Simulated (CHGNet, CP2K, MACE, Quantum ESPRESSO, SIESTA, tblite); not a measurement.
# Bulk modulus two ways: fluorite-type CdF2, an end member of the CaF2–CdF2 series (96 atoms), SIESTA DZP, PBE

The cell holds 96 atoms (32 Cd and 64 F). Recipe: fluorite-type CaF2, 2 x 2 x 2 conventional cells, 32 of 32 Ca sites given to Cd at random (x = 1.000), lattice by Vegard's rule (a = 5.39 Å); every coordinate displaced by a Gaussian of 0.09 Å. Then the atoms were relaxed with MACE MP-0b3 medium in the fixed cell.

Calculated with SIESTA 5.4.2: PBE; DZP orbitals, shift 0.01 Ry, mesh 500 Ry; k-points Γ. The cell is scaled evenly by ±3 % in volume, with fractional positions held.

| volume (Å³/atom) | energy less the middle row's (meV/atom) | pressure (GPa) |
| --- | --- | --- |
| 12.658 | 3.030 | 3.493 |
| 13.049 | 0.000 | -0.664 |
| 13.441 | 5.690 | -4.074 |

**Question.** Find the bulk modulus at the middle volume from the pressures and from the energies, and check the printed pressure against the slope of the energy (1 meV/Å³ = 0.16022 GPa).

Worked:

The step is h = 0.3915 Å³. From pressures: B = −V dP/dV = 13.049 × (3.493 − (-4.074)) / (2 × 0.3915) = 126 GPa.

From energies: B = V d²E/dV² = 13.049 × (3.030 + (5.690)) / 0.3915² = 742.5 meV/Å³ = 119 GPa.

Slope: P = −dE/dV = −(5.690 − (3.030)) / (2 × 0.3915) = -3.40 meV/Å³ = -0.54 GPa, against -0.66 GPa printed.

The two moduli agree within 6 %.

A central difference over ±3 % overstates P by about B(1 + B′)(0.03)²/6, some 0.09 GPa for B′ = 4.

Limits: three points, a static cell at zero temperature, the cell shape held; the modulus is that at -0.7 GPa, not at zero pressure.

[Hosts, paths, dates, database ids (printed as entryN), source tags and the programs' standing remarks are cut or masked in the printed files.]
